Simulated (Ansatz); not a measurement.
PtS2, 3R-MoS2 type, relaxed with r2SCAN+rVV10: 3 runs in the PAW code Ansatz, each a construction of maximally localised Wannier functions. It is trigonal, R3m (No. 160); a = 3.478 Å, c = 15.288 Å in the conventional setting, 17.80 Å³ an atom. Around Pt lie 6 S at 2.41–2.48 Å; around S lie 3 Pt at 2.48 Å; around S lie 3 Pt at 2.41 Å. The structure was generated, not taken from experiment, and needn't be the ground state; spin polarisation is off.

```yaml
crystal:
  lattice:
    - [1.73914, 1.00409, 5.09587]
    - [-1.73914, 1.00409, 5.09587]
    - [0.00000, -2.00819, 5.09587]
  atoms:
    - { symbol: Pt, position: [0.99737, 0.99737, 0.99737] }
    - { symbol: S, position: [0.42560, 0.42560, 0.42560] }
    - { symbol: S, position: [0.24369, 0.24369, 0.24369] }
```

Windows count from the Fermi level (the cell has no gap); a dash means that no such window was set (without an outer window there is no disentanglement). Rows marked drawn have settings drawn at random (some not listed).

```json
{"functional": "PBE", "SCF mesh": "6×6×6", "trial orbitals": "Pt d, S p", "functions": "11", "mesh": "6×6×6", "window (eV)": "–", "frozen (eV)": "–", "settings": "chosen", "Ω total (Å²)": "16.85", "Ω invariant (Å²)": "15.91", "largest spread (Å²)": "1.89", "least projectability": "0.58", "interpolation miss of the model's filled bands (eV, to the nearest computed level)": "0.011"}
{"functional": "r2SCAN", "SCF mesh": "6×6×6", "trial orbitals": "Pt d, S p", "functions": "11", "mesh": "6×6×6", "window (eV)": "–", "frozen (eV)": "–", "settings": "chosen", "Ω total (Å²)": "16.56", "Ω invariant (Å²)": "15.67", "largest spread (Å²)": "1.85", "least projectability": "0.59", "interpolation miss of the model's filled bands (eV, to the nearest computed level)": "0.010"}
{"functional": "PBE", "SCF mesh": "6×6×6", "trial orbitals": "Pt d, S p (loose tolerance)", "functions": "11", "mesh": "6×6×6", "window (eV)": "–", "frozen (eV)": "–", "settings": "drawn", "Ω total (Å²)": "16.85", "Ω invariant (Å²)": "15.91", "largest spread (Å²)": "1.89", "least projectability": "0.58", "interpolation miss of the model's filled bands (eV, to the nearest computed level)": "0.011"}
```

A dash in the last column means that the miss wasn't evaluated.

Spin-orbit coupling is left out.
